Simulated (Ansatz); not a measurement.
Working through a convergence test of the plane-wave cutoff of ZrS₂, space group P-3m1

Program: the Ansatz DFT code, driven from Python.

Run as a notebook:

**Cell 1**
```python
import ansatz as az
```

**Cell 2**
```python
FUNCTIONAL = "pbe"
KMESH = (6, 6, 4)
```

**Cell 3**
```python
structure = (
    az.Lattice.from_parameters(3.691383, 3.691383, 6.041077, alpha=90.0, beta=90.0, gamma=120.0)
    .atom("Zr", (0.0, 0.0, 0.0))
    .atom("S", (2 / 3, 1 / 3, 0.76209))
    .atom("S", (1 / 3, 2 / 3, 0.23791))
)
```

**Cell 4**
```python
job = (
    structure.calculation()
    .functional(FUNCTIONAL)
    .occupations(az.OccupationsMethod.FERMI_DIRAC, width=50 * az.meV)
    .kpoints(*KMESH)
    .stress()
)
```

**Cell 5**
```python
rows = []
for value in [250, 325, 400, 475]:
    r = job.basis(value).run(threads=1).report
    rows.append((value, r["free_energy_ev"] / len(r["lattice"]["sites"]), r["n_iterations"], sum(r["stress_gpa"][i][i] for i in range(3)) / 3, r["n_pw"]))
```
Output:
```text
DeckWarning: basis.ecutwfc = 250 eV is below the records' recommended 420 eV, and the density's cutoff is lower with it unless basis.ecutrho_ratio is high enough to keep the records' density cutoff: compare with a run at a higher cutoff
DeckWarning: basis.ecutwfc = 325 eV is below the records' recommended 420 eV, and the density's cutoff is lower with it unless basis.ecutrho_ratio is high enough to keep the records' density cutoff: compare with a run at a higher cutoff
DeckWarning: basis.ecutwfc = 400 eV is below the records' recommended 420 eV, and the density's cutoff is lower with it unless basis.ecutrho_ratio is high enough to keep the records' density cutoff: compare with a run at a higher cutoff
```

**Cell 6**
```python
print(" cutoff (eV)   F/atom (eV)    iterations       P (GPa)   plane waves")
for row in rows:
    print(f"{str(row[0]):>12s}  {row[1]:12.5f}  {row[2]:12d}  {row[3]:12.3f}  {row[4]:12d}")
```
Output:
```text
 cutoff (eV)   F/atom (eV)    iterations       P (GPa)   plane waves
         250   -1997.43329             6         1.085           627
         325   -1997.53749             7         0.564           965
         400   -1997.54274             7         0.533          1291
         475   -1997.54321             6         0.526          1713
```

**Cell 7**
```python
# differences from the last row
for row in rows[:-1]:
    shift = 1000 * (row[1] - rows[-1][1])
    print(f"{row[0]}: {shift:+.2f} meV/atom" + ("  (within 1 meV)" if abs(shift) < 1 else ""))
```
Output:
```text
250: +109.92 meV/atom
325: +5.72 meV/atom
400: +0.47 meV/atom  (within 1 meV)
```

From 400 eV on it stays within 1 meV an atom of the value at 475 eV; the first row (250 eV) is off by 109.9 meV and the last but one by 0.47 meV. The energy falls steadily, as expected when plane waves are added. The pressure moves from 1.08 to 0.53 GPa (the program's stress holds a Pulay correction, so it settles early).

What to keep in mind:
- No spin polarisation was allowed.
- Pressure is positive in compression.
- The structure comes from a database of computed cells and needn't be a stable or known phase.
- Warnings are shown shortened and without file and line.
- Shifts are counted from the last row, which is itself no proven limit.
- Run time: 5.5 s on 1 thread of Arm Neoverse V2, on a shared host, peak memory 0.39 GiB.
